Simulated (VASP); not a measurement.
Here is a VASP 6.6.1 calculation.

File INCAR:

```
PREC = Accurate
ENCUT = 600
EDIFF = 1E-6
ISMEAR = 0
SIGMA = 0.03
LREAL = F
LASPH = T
NELM = 80
ALGO = Normal
ISIF = 3
LWAVE = F
LCHARG = F
GGA = PS
IBRION = 2
NSW = 90
EDIFFG = -0.01
```

The input KPOINTS:

```
regular mesh
0
Gamma
  8 8 8
```

POSCAR

```
PbSe
1.0
    0.0000000000      3.0606500000      3.0606500000
    3.0606500000      0.0000000000      3.0606500000
    3.0606500000      3.0606500000      0.0000000000
Pb Se
1 1
Direct
    0.0000000000      0.0000000000      0.0000000000
    0.5000000000      0.5000000000      0.5000000000
```

Potentials or basis: VASP PAW PBE potentials, release 64 (Pb_d, Se).

Launch:

```sh
$ cat potpaw_PBE.64/Pb_d/POTCAR potpaw_PBE.64/Se/POTCAR > POTCAR
$ mpirun -np 1 vasp_std > vasp.out
```

Question: Predict the band gap on the k mesh.

Answer: 0.17 eV, direct.

Question: Predict the space group after relaxing (to 0.05 Å).

Answer: Fm-3m (No. 225).

Question: Predict the relaxed cell.

Answer: a = 4.316 Å, b = 4.316 Å, c = 4.316 Å, α = 60.00°, β = 60.00°, γ = 60.00°.

Question: Estimate the relaxed volume.

Answer: 28.43 Å³/atom.

Final structure:
```
Pb Se
1.0
     0.00000    3.05199    3.05199
     3.05199    0.00000    3.05199
     3.05199    3.05199    0.00000
Pb Se
1 1
Cartesian
  0.0000 0.0000 0.0000
  3.0520 3.0520 3.0520
```

Caveat: the PAW data sets were made with another functional, which shifts forces and pressure a little; spin-orbit coupling is left out, which as a rule narrows the gap of such compounds by several tenths of an eV. A k mesh can miss the band edges.
